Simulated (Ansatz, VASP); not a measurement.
# Two plane-wave programs on Bi

```
Bi
1.0
    -1.98143    1.98143    1.98143
     1.98143   -1.98143    1.98143
     1.98143    1.98143   -1.98143
Bi
1
Direct
  0.00000 0.00000 0.00000
```

This isn't the form of Bi at room conditions, which is rhombohedral.

Alike in both runs: task single point; functional PBE; k mesh 9 × 9 × 9; occupations gaussian, width 0.011 eV; no spin polarisation.

|  | VASP | Ansatz |
| --- | --- | --- |
| version | VASP 6.6.1 | Ansatz 0.2.0 |
| potentials or method | VASP PAW PBE potentials, release 64 (Bi_d) | Ansatz PAW |
| plane-wave cutoff (eV) | 520 | 420 |
| valence electrons in the cell | 15 | 15 |

```csv
,VASP,Ansatz,Ansatz less VASP
gap on the k mesh at the Fermi level (eV),none,none,-
pressure (GPa),0.8,0.8,+0.06
```

A gap of «none» marks a metal or a gap that the smearing closes.

Caveats: spin-orbit coupling is left out, which moves the levels of the heavy elements.
